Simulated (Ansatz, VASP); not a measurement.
## One calculation of SrCl2, two programs

```
CELL_PARAMETERS angstrom
0.00000 3.48835 3.48835
3.48835 0.00000 3.48835
3.48835 3.48835 0.00000
ATOMIC_POSITIONS crystal
Sr 0.00000 0.00000 0.00000
Cl 0.75000 0.75000 0.75000
Cl 0.25000 0.25000 0.25000
```

Alike in both runs: task relaxation of cell and atoms; functional PBEsol; dispersion D4; k mesh 7 × 7 × 7; occupations fermi-dirac, width 0.05 eV; no spin polarisation.

```csv
,VASP,Ansatz
version,VASP 6.6.1,Ansatz 0.2.0
potentials or method,"VASP PAW PBE potentials, release 64 (Sr_sv, Cl)",Ansatz PAW
plane-wave cutoff (eV),600,420
valence electrons in the cell,24,24
```

```tsv
	VASP	Ansatz	Ansatz less VASP
gap on the k mesh at the Fermi level, each at its own relaxed structure (eV)	5.33	5.36	+0.029
relaxed volume (Å³/atom)	27.10	26.97	-0.134
relaxed cell length with the largest relative difference (Å)	4.863	4.855	-0.0080
energy change over the relaxation (meV/atom)	-6	-8	-1.4
```

Caveats: the PAW data sets were made with another functional, which shifts forces and pressure a little (VASP); an odd mesh through Γ misses points on the zone boundary, where band edges often lie (VASP); odd divisions of the mesh miss points on the zone boundary, where band edges often lie, so the gap on the mesh can be too wide (Ansatz); the plane-wave basis is chosen anew once the cell has moved, so the energies of steps on either side of that aren't comparable (Ansatz); the PAW data sets come from PBE, with cores solved anew for the run's functional, which leaves a small shift of forces and pressure (Ansatz). A hybrid or GW would open this gap; PBEsol tends to underestimate it.
